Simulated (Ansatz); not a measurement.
**How much do the gradients of SiC depend on the method?**

Cell: a measured structure from the Crystallography Open Database (COD) whose atoms were relaxed with PBE, the cell held.

```cif
data_SiC
_symmetry_space_group_name_H-M 'Cmc2_1'
_symmetry_Int_Tables_number 36
_cell_length_a 3.0778
_cell_length_b 5.3350
_cell_length_c 15.1219
_cell_angle_alpha 90.000
_cell_angle_beta 90.000
_cell_angle_gamma 90.000
loop_
_atom_site_label
_atom_site_type_symbol
_atom_site_symmetry_multiplicity
_atom_site_Wyckoff_symbol
_atom_site_fract_x
_atom_site_fract_y
_atom_site_fract_z
Si1 Si 4 a 0.5000 0.3333 0.1423
Si3 Si 4 a 0.5000 0.9999 0.4755
Si5 Si 4 a 0.5000 0.6666 0.3088
C7 C 4 a 0.5000 0.9998 0.3502
C9 C 4 a 0.5000 0.3334 0.0173
C11 C 4 a 0.5000 0.6666 0.1838
```

One atom of each set is listed; the run and its k-mesh use a cell of 12 atoms with edges of 3.08, 3.08, 15.12 Å.

First run. All values are calculated (Ansatz; DFT, PBE, plane waves and PAW, scalar-relativistic, 420 eV cutoff, Γ-centred 16×16×3 k-points, Fermi–Dirac smearing 0.02 eV), not measured.

| site | V_zz (10²¹ V/m²) | η |
| --- | --- | --- |
| Si1 | 0.21 | 0.01 |
| Si3 | -0.057 | 0.06 |
| Si5 | 0.26 | 0.01 |
| C7 | 0.21 | 0.06 |
| C9 | 0.065 | 0.20 |
| C11 | 0.031 | 0.42 |

Second run. The same atoms and settings, except that the functional is r2SCAN and the cutoff is 500 eV.

**Question.** Given the first result, estimate the second.

**Answer.** 

| site | V_zz | η | change of V_zz |
| --- | --- | --- | --- |
| Si1 | 0.21 | 0.01 | 0.00 |
| Si3 | -0.051 | 0.06 | +0.01 |
| Si5 | 0.28 | 0.01 | +0.02 |
| C7 | 0.21 | 0.06 | 0.00 |
| C9 | 0.057 | 0.23 | -0.01 |
| C11 | 0.029 | 0.46 | 0.00 |

No V_zz moves by more than 0.02.
